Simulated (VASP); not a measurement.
# InH (Pm-3m) in VASP: a series of runs, part 2 of 2

VASP 6.6.1.

**6. Single point, LDA**

This run uses another cell than the first one, of 14.48 Å³/atom, 1.635 times its volume.

Input file INCAR:

```
PREC     = Accurate       # precision mode
ENCUT    = 520            # plane-wave cutoff, eV
EDIFF    = 1E-6           # SCF threshold, eV
ISMEAR   = -1             # smearing method
SIGMA    = 0.15           # smearing width, eV
LREAL    = F              # projectors in reciprocal space
LASPH    = T              # aspherical terms in the spheres
NELM     = 100            # most SCF steps
ALGO     = Normal         # electronic algorithm
ISIF     = 2              # what is computed and relaxed
LWAVE    = F              # write WAVECAR
LCHARG   = F              # write CHGCAR
GGA      = CA             # functional
NBANDS   = 14             # bands
```

Input file KPOINTS:

```
Automatic mesh
0
Gamma
  14 14 14
```

Input file POSCAR:

```
InH
1.0
    3.0707000000      0.0000000000      0.0000000000
    0.0000000000      3.0707000000      0.0000000000
    0.0000000000      0.0000000000      3.0707000000
In H
1 1
Direct
    0.0000000000      0.0000000000      0.0000000000
    0.5000000000      0.5000000000      0.5000000000
```

Potentials or basis: VASP PAW LDA potentials, release 64 (In_d, H).

The run is started by

```sh
$ cat potpaw_LDA.64/In_d/POTCAR potpaw_LDA.64/H/POTCAR > POTCAR
$ mpirun -np 1 vasp_std > vasp.out
```

OUTCAR:

```text
PREC = Accurate
   ENCUT = 520
   EDIFF = 1E-6
   ISMEAR = -1
   LREAL = F
   LASPH = T
   NELM = 100
   ISIF = 2
   GGA = CA

 ion  position               nearest neighbor table
   1  0.000  0.000  0.000-
   2  0.500  0.500  0.500-

  LATTYP: Found a simple cubic cell.
 ALAT       =     3.0707000000

  Lattice vectors:

 A1 = (   3.0707000000,   0.0000000000,   0.0000000000)
 A2 = (   0.0000000000,   3.0707000000,   0.0000000000)
 A3 = (   0.0000000000,   0.0000000000,   3.0707000000)

Analysis of symmetry for initial positions (statically):
=====================================================================
 Subroutine PRICEL returns:
 Original cell was already a primitive cell.

 Routine SETGRP: Setting up the symmetry group for a
 simple cubic supercell.

 Subroutine GETGRP returns: Found 48 space group operations
 (whereof 48 operations were pure point group operations)
 out of a pool of 48 trial point group operations.

The static configuration has the point symmetry O_h .

Analysis of symmetry for dynamics (positions and initial velocities):
=====================================================================
 Subroutine PRICEL returns:
 Original cell was already a primitive cell.

 Routine SETGRP: Setting up the symmetry group for a
 simple cubic supercell.

 Subroutine GETGRP returns: Found 48 space group operations
 (whereof 48 operations were pure point group operations)
 out of a pool of 48 trial point group operations.

The dynamic configuration has the point symmetry O_h .

 Subroutine INISYM returns: Found 48 space group operations
 (whereof 48 operations are pure point group operations),
 and found     1 'primitive' translations

----------------------------------------------------------------------------------------

[... 118 lines left out ...]
   LHFCALC =     F    Hartree Fock is set to
   AEXX    =    0.0000 exact exchange contribution
   IVDW    =     0    specifies the selected vdW correction
   LEPSILON=     F    determine dielectric tensor
   LRPA    =     F    only Hartree local field effects (RPA)
 non-spin polarized calculation
  energy-cutoff  :      520.00
  volume of cell :       28.95
 maximum number of plane-waves:       804
 NGX is ok and might be reduce to    24
   NGX = 11   NGY = 11   NGZ = 11

 number of electron      13.9999987 magnetization

 Free energy of the ion-electron system (eV)
  ---------------------------------------------------
  ext. energy  EPLUGINS =         0.00000000
  ---------------------------------------------------
  free energy    TOTEN  =        -5.71327183 eV

  energy without entropy =       -5.67138855  energy(sigma->0) =       -5.69233019

 E-fermi :   6.6122     XC(G=0): -10.6667

 val. band max:        6.5905177434   @ k =   0.2143   0.2143   0.0714
 cond. band min:       6.6156878524   @ k =   0.2143   0.0714   0.0000
 fundamental gap:      0.0251701090
 Fermi energy:         6.6122101039

 k-point     1 :       0.0000    0.0000    0.0000
  band No.  band energies     occupation
      1      -8.3217      2.00000
      2      -8.3217      2.00000
      3      -7.6126      2.00000
      4      -7.6126      2.00000
      5      -7.6126      2.00000
      6      -3.6144      2.00000
      7       9.4774      0.00000
      8      12.9721      0.00000
      9      12.9721      0.00000
     10      12.9721      0.00000
     11      16.6379      0.00000
     12      16.6379      0.00000
     13      27.3581      0.00000
     14      27.3581      0.00000
[... 377 lines left out ...]
      1      -8.1675      2.00000
      2      -7.9048      2.00000
      3      -7.8070      2.00000
      4      -7.7632      2.00000
      5      -7.6725      2.00000
      6      -0.6152      2.00000
      7       4.1902      2.00000
      8       8.9413      0.00000
      9      12.8220      0.00000
     10      16.1532      0.00000
     11      17.3325      0.00000
     12      21.5982      0.00000
     13      21.8857      0.00000
     14      23.6991      0.00000

 [... further k-points ...]

------------------------ aborting loop because EDIFF is reached ----------------------------------------

  FORCE on cell =-STRESS in cart. coord.  units (eV):
  Direction    XX          YY          ZZ          XY          YZ          ZX
  --------------------------------------------------------------------------------------
  -------------------------------------------------------------------------------------
  Total       -0.1356646     -0.1356646     -0.1356646      0.0000000      0.0000000     -0.0000000
  in kB       -7.5069725     -7.5069725     -7.5069725      0.0000000      0.0000000     -0.0000000
  external PRESSURE =      -7.5069725 kB  Pullay stress =       0.0000000 kB

 VOLUME and BASIS-vectors are now :
 -----------------------------------------------------------------------------
  energy-cutoff  :      520.00
  volume of cell :       28.95
      direct lattice vectors                 reciprocal lattice vectors
     3.070700000  0.000000000  0.000000000     0.325658645  0.000000000  0.000000000
     0.000000000  3.070700000  0.000000000     0.000000000  0.325658645  0.000000000
     0.000000000  0.000000000  3.070700000     0.000000000  0.000000000  0.325658645

 POSITION                                       TOTAL-FORCE (eV/Angst)
 -----------------------------------------------------------------------------------
      0.00000      0.00000      0.00000         0.000000      0.000000      0.000000
      1.53535      1.53535      1.53535         0.000000      0.000000      0.000000
 -----------------------------------------------------------------------------------
    total drift:                                0.000000      0.000000      0.000000

  FREE ENERGIE OF THE ION-ELECTRON SYSTEM (eV)
  ---------------------------------------------------
  free  energy   TOTEN  =        -5.7132718264 eV

  energy  without entropy=       -5.6713885458  energy(sigma->0) =       -5.69233019
```

OSZICAR:

```text
N       E                     dE             d eps       ncg     rms          rms(c)
DAV:   1     0.827580960989E+02    0.82758E+02   -0.66879E+03  3428   0.130E+03
DAV:   2    -0.132922221187E+01   -0.84087E+02   -0.80380E+02  3648   0.290E+02
DAV:   3    -0.584945892668E+01   -0.45202E+01   -0.44999E+01  4248   0.634E+01
DAV:   4    -0.594954453096E+01   -0.10009E+00   -0.10006E+00  4288   0.921E+00
DAV:   5    -0.595387978696E+01   -0.43353E-02   -0.43352E-02  4884   0.166E+00    0.336E+00
DAV:   6    -0.573913050442E+01    0.21475E+00   -0.29657E-01  4302   0.643E+00    0.155E+00
DAV:   7    -0.571414133233E+01    0.24989E-01   -0.84191E-02  4480   0.197E+00    0.580E-01
DAV:   8    -0.571335558163E+01    0.78575E-03   -0.84487E-03  4260   0.103E+00    0.115E-01
DAV:   9    -0.571329700277E+01    0.58579E-04   -0.18392E-04  4856   0.181E-01    0.840E-02
DAV:  10    -0.571327289221E+01    0.24111E-04   -0.29353E-05  5050   0.556E-02    0.192E-02
DAV:  11    -0.571327181417E+01    0.10780E-05   -0.18275E-06  3400   0.129E-02    0.327E-03
DAV:  12    -0.571327182635E+01   -0.12186E-07   -0.35020E-07  2094   0.462E-03
   1 F= -.57132718E+01 E0= -.56923302E+01  d E =-.418833E-01
```

Run time: 22 s. Hardware: 1 thread of AMD EPYC 9R45 (Zen 5), shared host; peak memory 0.13 GiB.

Results:

```yaml
Free_energy: -5.7133 eV
Pressure: -0.8 GPa
Band_gap_on_the_k_mesh: none (metal or under the smearing width)
```

**7. The runs side by side**

| cell | k mesh | smearing | mesh quality | gap on the mesh (eV) | pressure (GPa) |
| --- | --- | --- | --- | --- | --- |
| Pm-3m, 8.86 Å³/atom | 6 × 6 × 6 | gaussian 0.05 eV | coarse | none | 78.8 |
| Pm-3m, 14.25 Å³/atom | 6 × 6 × 6 | gaussian 0.05 eV | not flagged | none | -0.2 |
| Pm-3m, 13.84 Å³/atom | 6 × 6 × 6 | gaussian 0.05 eV | not flagged | none | 1.8 |
| Pm-3m, 13.94 Å³/atom | 14 × 14 × 14 | fermi-dirac 0.15 eV | not flagged | none | 1.2 |
| Pm-3m, 14.48 Å³/atom | 14 × 14 × 14 | fermi-dirac 0.15 eV | not flagged | none | -0.8 |

Alike in all rows: task single point; level LDA; potentials or basis VASP PAW LDA potentials, release 64 (In_d, H); no spin polarisation; cutoff (eV) 520.

Caveats: some runs use coarse meshes; a pressure of tens of GPa on the cell as given is suspect, and the run, the potentials or the cell itself is likely at fault (some runs).

Total energies depend on the potentials used, so only differences within one code and one set of settings carry meaning.
